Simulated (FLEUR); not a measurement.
# ZnS (Wurtzite-2H) (P6_3mc) in FLEUR: band structure with LDA

Aim: the band structure of ZnS (Wurtzite-2H) with LDA.

Program: FLEUR MaX-R8.1 (later development tree). These are calculated values, not measurements. Logs are shortened: lines on timing, memory, paths and dates and some standing lists are left out, and cuts for length are marked.

**What was measured.**

From a printed reference work, monograph, for a bulk crystal of ZnS at 4 K: band gap 3.911 eV (direct).

How close the calculation comes is told below.

### Step 1. The structure

The structure is hexagonal, space group P6_3mc (No. 186). Conventional cell: a = 3.811 Å, b = 3.811 Å, c = 6.234 Å, α = 90.00°, β = 90.00°, γ = 120.00°. Zn (site symmetry 3m) is surrounded by 4 S at 2.31 to 2.40 Å. Around S (site symmetry 3m) lie 4 Zn at 2.31 to 2.40 Å.

### Step 2. Band structure, LDA

The input, inp.xml:

```xml
<?xml version="1.0" encoding="UTF-8" standalone="no"?>
<fleurInput fleurInputVersion="0.39">
   <comment>
      ZnS                                                                                                 
   </comment>
   <calculationSetup>
      <cutoffs Kmax="5.16" Gmax="16.0" GmaxXC="16.0" numbands="0"/>
      <scfLoop itmax="60" minDistance="0.00001" maxIterBroyd="15" imix="Anderson" alpha="0.05" precondParam="0.0" spinf="2.0" sdNocoIR="T"/>
      <coreElectrons ctail="T" frcor="F" kcrel="0" coretail_lmax="0"/>
      <xcFunctional name="vwn" relativisticCorrections="F"/>
      <magnetism jspins="1"/>
      <soc l_soc="F" theta="0.0" phi="0.0" spav="F"/>
      <expertModes spex="0" secvar="F"/>
      <geometryOptimization l_f="F" forcealpha="1.0" forcemix="BFGS" epsdisp="0.00001" epsforce="0.00001"/>
      <ldaU l_linMix="F" mixParam="0.05" spinf="1.0"/>
   </calculationSetup>
   <cell>
      <bzIntegration valenceElectrons="52.0" mode="hist" fermiSmearingEnergy="0.00183747">
         <kPointListSelection listName="default-1"/>
         <!-- k-points included here -->
         <xi:include xmlns:xi="http://www.w3.org/2001/XInclude" href="kpts.xml"> </xi:include>
      </bzIntegration>
      <!-- symmetry operations included here -->
[... 34 lines left out ...]
         <energyParameters s="3" p="3" d="3" f="4"/>
         <lo type="SCLO" l="0" n="3" eDeriv="2"/>
         <lo type="SCLO" l="1" n="3" eDeriv="2"/>
         <lo type="SCLO" l="2" n="3" eDeriv="2"/>
         <lo type="SCLO" l="3" n="4" eDeriv="2"/>
      </species>
   </atomSpecies>
   <atomGroups>
      <atomGroup species="Zinc (Zn)">
         <relPos label="                   1">-1.000/3.000 1.000/3.000 1.000/2.000</relPos>
         <relPos label="                   2">1.000/3.000 -1.000/3.000 .0000000000</relPos>
         <force calculate="T" relaxXYZ="TTT"/>
      </atomGroup>
      <atomGroup species="Sulfur (S)">
         <relPos label="                   3">-1.000/3.000 1.000/3.000 -.1150000000</relPos>
         <relPos label="                   4">1.000/3.000 -1.000/3.000 .3850000000</relPos>
         <force calculate="T" relaxXYZ="TTT"/>
      </atomGroup>
   </atomGroups>
   <output dos="F" band="F" slice="F">
      <checks vchk="F" cdinf="F"/>
      <bandDOS minEnergy="-.5*Htr" maxEnergy="0.5*Htr" sigma="0.015" storeEVData="T"/>
      <vacuumDOS vacdos="F" integ="F" star="F" nstars="0" locx1="0.0" locy1="0.0" locx2="0.0" locy2="0.0" nstm="0" tworkf="0.0"/>
      <unfoldingBand unfoldBand="F" supercellX="1" supercellY="1" supercellZ="1"/>
      <plotting iplot="0" polar="F">
         <plot TwoD="T" vec1="  1.0  0.0  0.0" vec2="  0.0  1.0  0.0" vec3="  0.0  0.0  1.0" zero="  0.0  0.0  0.0" file="plot"/>
      </plotting>
      <chargeDensitySlicing numkpt="0" minEigenval="0.0" maxEigenval="0.0" nnne="0" pallst="F"/>
      <specialOutput eonly="F"/>
      <moessbauerParams electricFieldGradient="T" isomerShift="T" coreHyperfine="T" valenceHyperfine="T"/>
      <magneticCircularDichroism mcd="F" energyLo="-10.0" energyUp="0.0"/>
   </output>
  <!-- We include the file relax.xml here to enable relaxations (see documentation) -->
  <xi:include xmlns:xi="http://www.w3.org/2001/XInclude" href="relax.xml"> <xi:fallback/> </xi:include>
</fleurInput>
```

The input, crystal.txt:

```
ZnS
&input cartesian=F /
3.8110000000  0.0000000000  0.0000000000
-1.9055000000  3.3004228138  0.0000000000
0.0000000000  0.0000000000  6.2340000000
1.8897261246
1.0 1.0 1.0

4
30 0.6666666666  0.3333333332  0.5000000000
30 0.3333333332  0.6666666666  0.0000000000
16 0.6666666666  0.3333333332  0.8850000000
16 0.3333333332  0.6666666666  0.3850000000

&kpt div1=8 div2=8 div3=5 gamma=T /
```

The input, inp.xml (bands):

```
<?xml version="1.0" encoding="UTF-8" standalone="no"?>
<fleurInput fleurInputVersion="0.39">
   <comment>
      ZnS                                                                                                 
   </comment>
   <calculationSetup>
      <cutoffs Kmax="5.16" Gmax="16.0" GmaxXC="16.0" numbands="0"/>
      <scfLoop itmax="60" minDistance="0.00001" maxIterBroyd="15" imix="Anderson" alpha="0.05" precondParam="0.0" spinf="2.0" sdNocoIR="T"/>
      <coreElectrons ctail="T" frcor="F" kcrel="0" coretail_lmax="0"/>
      <xcFunctional name="vwn" relativisticCorrections="F"/>
      <magnetism jspins="1"/>
      <soc l_soc="F" theta="0.0" phi="0.0" spav="F"/>
      <expertModes spex="0" secvar="F"/>
      <geometryOptimization l_f="F" forcealpha="1.0" forcemix="BFGS" epsdisp="0.00001" epsforce="0.00001"/>
      <ldaU l_linMix="F" mixParam="0.05" spinf="1.0"/>
   </calculationSetup>
   <cell>
      <bzIntegration valenceElectrons="52.0" mode="hist" fermiSmearingEnergy="0.00183747">
         <kPointListSelection listName="path-1"/>
         <!-- k-points included here -->
         <xi:include xmlns:xi="http://www.w3.org/2001/XInclude" href="kpts.xml"> </xi:include>
      </bzIntegration>
      <!-- symmetry operations included here -->
      <xi:include xmlns:xi="http://www.w3.org/2001/XInclude" href="sym.xml"> </xi:include>
[... 33 lines left out ...]
         <energyParameters s="3" p="3" d="3" f="4"/>
         <lo type="SCLO" l="0" n="3" eDeriv="2"/>
         <lo type="SCLO" l="1" n="3" eDeriv="2"/>
         <lo type="SCLO" l="2" n="3" eDeriv="2"/>
         <lo type="SCLO" l="3" n="4" eDeriv="2"/>
      </species>
   </atomSpecies>
   <atomGroups>
      <atomGroup species="Zinc (Zn)">
         <relPos label="                   1">-1.000/3.000 1.000/3.000 1.000/2.000</relPos>
         <relPos label="                   2">1.000/3.000 -1.000/3.000 .0000000000</relPos>
         <force calculate="T" relaxXYZ="TTT"/>
      </atomGroup>
      <atomGroup species="Sulfur (S)">
         <relPos label="                   3">-1.000/3.000 1.000/3.000 -.1150000000</relPos>
         <relPos label="                   4">1.000/3.000 -1.000/3.000 .3850000000</relPos>
         <force calculate="T" relaxXYZ="TTT"/>
      </atomGroup>
   </atomGroups>
   <output dos="F" band="T" slice="F">
      <checks vchk="F" cdinf="F"/>
      <bandDOS minEnergy="-.5*Htr" maxEnergy="0.5*Htr" sigma="0.015" storeEVData="T"/>
      <vacuumDOS vacdos="F" integ="F" star="F" nstars="0" locx1="0.0" locy1="0.0" locx2="0.0" locy2="0.0" nstm="0" tworkf="0.0"/>
      <unfoldingBand unfoldBand="F" supercellX="1" supercellY="1" supercellZ="1"/>
      <plotting iplot="0" polar="F">
         <plot TwoD="T" vec1="  1.0  0.0  0.0" vec2="  0.0  1.0  0.0" vec3="  0.0  0.0  1.0" zero="  0.0  0.0  0.0" file="plot"/>
      </plotting>
      <chargeDensitySlicing numkpt="0" minEigenval="0.0" maxEigenval="0.0" nnne="0" pallst="F"/>
      <specialOutput eonly="F"/>
      <moessbauerParams electricFieldGradient="T" isomerShift="T" coreHyperfine="T" valenceHyperfine="T"/>
      <magneticCircularDichroism mcd="F" energyLo="-10.0" energyUp="0.0"/>
   </output>
  <!-- We include the file relax.xml here to enable relaxations (see documentation) -->
  <xi:include xmlns:xi="http://www.w3.org/2001/XInclude" href="relax.xml"> <xi:fallback/> </xi:include>
</fleurInput>
```

Potentials or basis: all-electron, FLAPW.

The run is started by

```console
> inpgen -f crystal.txt -profile fastHighL
> # inp.xml edited to the form shown
> mpirun -n 4 fleur_MPI -pe_per_kpt 1
> mpirun -n 4 fleur_MPI -pe_per_kpt 1   # second run, on inp.xml (bands)
```

Output:

```text
Welcome to FLEUR        (www.flapw.de)
      MaX-Release 8.1          (www.max-centre.eu)

 ========== k-point set info ==========
 Selected k-point list: default-1
 k-point list type: mesh
 8 x 8 x 5
 Number of k points: 30

 ------------Calculation Setup---------------------------
 Number of MPI-tasks      :            4
 Number of PE/node        :            4
 Number of OMP-threads    :            1
 Using exactly            1  PE per kpt
 k-points in parallel     :            4
 pe's per k-point         :            1
 No of k-point loops      :            7
 Using exactly            1  PE per kpt
 Using exactly            1  PE per kpt
 Info/Warning             : your k-point parallelism is not fully load-balanced
 Using exactly            1  PE per kpt
 Eigenvalue solver        :       lapack
 Number of basis functions:         1414
 Approximate size of matrices (H+S) per k-point:         0.060 GB
 --------------------------------------------------------
 Iteration:     1   Distance:       9.15982365 me/bohr^3
 Iteration:     2   Distance:       7.92634623 me/bohr^3
 Iteration:     3   Distance:       4.73235742 me/bohr^3
 Iteration:     4   Distance:       2.46477074 me/bohr^3
 Iteration:     5   Distance:       2.17597868 me/bohr^3
 Iteration:     6   Distance:       0.44140671 me/bohr^3
 Iteration:     7   Distance:       0.39469062 me/bohr^3
 Iteration:     8   Distance:       0.03161173 me/bohr^3
 Iteration:     9   Distance:       0.02359819 me/bohr^3
 Iteration:    10   Distance:       0.00421680 me/bohr^3
 Iteration:    11   Distance:       0.00093497 me/bohr^3
 Iteration:    12   Distance:       0.00081814 me/bohr^3
 Iteration:    13   Distance:       0.00011897 me/bohr^3
 Iteration:    14   Distance:       0.00002408 me/bohr^3
 Iteration:    15   Distance:       0.00002241 me/bohr^3
 Iteration:    16   Distance:       0.00001995 me/bohr^3
 Iteration:    17   Distance:       0.00000746 me/bohr^3

 ********************************************************************
 Run finished successfully
 Stop message:
   all done
 ********************************************************************
```

It took 5.8 min on 4 MPI ranks of Intel Xeon Platinum 8259CL at 2.50GHz (Skylake/Cascade Lake), shared host.

What came out:

| Quantity | Value |
| --- | --- |
| Free energy | -119269.0145 eV |
| Band gap on the k mesh | 1.99 eV, direct |
| Band gap along the path | 1.99 eV, direct |
| Valence electrons inside the program's atomic spheres | Zn 18.47; S 3.58 (radii Zn 2.15, S 1.9 bohr) |

Levels at the corners of the path, in eV from the valence-band top:
| point | band 23 | band 24 | band 25 | band 26 | band 27 | band 28 | band 29 | band 30 |
| --- | --- | --- | --- | --- | --- | --- | --- | --- |
| Γ | -0.87 | -0.02 | -0.02 | 0.00 | 1.99 | 2.78 | 6.12 | 6.12 |
| M | -3.21 | -2.28 | -1.60 | -1.00 | 3.40 | 4.07 | 4.99 | 6.97 |
| K | -3.95 | -2.26 | -2.25 | -2.25 | 4.25 | 5.78 | 5.78 | 7.65 |
| Γ | -0.87 | -0.02 | -0.02 | 0.00 | 1.99 | 2.78 | 6.12 | 6.12 |
| A | -0.46 | -0.46 | -0.46 | -0.46 | 3.29 | 3.29 | 6.56 | 6.56 |
| L | -1.69 | -1.69 | -1.55 | -1.55 | 3.39 | 3.39 | 4.97 | 4.97 |
| H | -3.18 | -3.18 | -1.27 | -1.27 | 4.35 | 4.35 | 6.26 | 6.26 |
| A | -0.46 | -0.46 | -0.46 | -0.46 | 3.29 | 3.29 | 6.56 | 6.56 |
| L | -1.69 | -1.69 | -1.55 | -1.55 | 3.39 | 3.39 | 4.97 | 4.97 |
| M | -3.21 | -2.28 | -1.60 | -1.00 | 3.40 | 4.07 | 4.99 | 6.97 |
| K | -3.95 | -2.26 | -2.25 | -2.25 | 4.25 | 5.78 | 5.78 | 7.65 |
| H | -3.18 | -3.18 | -1.27 | -1.27 | 4.35 | 4.35 | 6.26 | 6.26 |

Core levels (eV from the Fermi level):
```csv
atom,levels
1 Zn,"1s1/2 -9500.4, 2s1/2 -1151.3, 2p1/2 -1014.7, 2p3/2 -990.8"
2 Zn,"1s1/2 -9500.4, 2s1/2 -1151.3, 2p1/2 -1014.7, 2p3/2 -990.8"
3 S,"1s1/2 -2389.7, 2s1/2 -203.7, 2p1/2 -150.2, 2p3/2 -149.0"
4 S,"1s1/2 -2389.7, 2s1/2 -203.7, 2p1/2 -150.2, 2p3/2 -149.0"
```

### Step 3. Comparison with measurements

Step 2. Measured gap of ZnS: 3.911 eV (direct; 4 K; a printed reference work, monograph). This calculation gives 1.99 eV (-1.92 eV). The value is that of LDA, without temperature or zero-point motion. Semilocal functionals fall short of measured gaps as a rule.
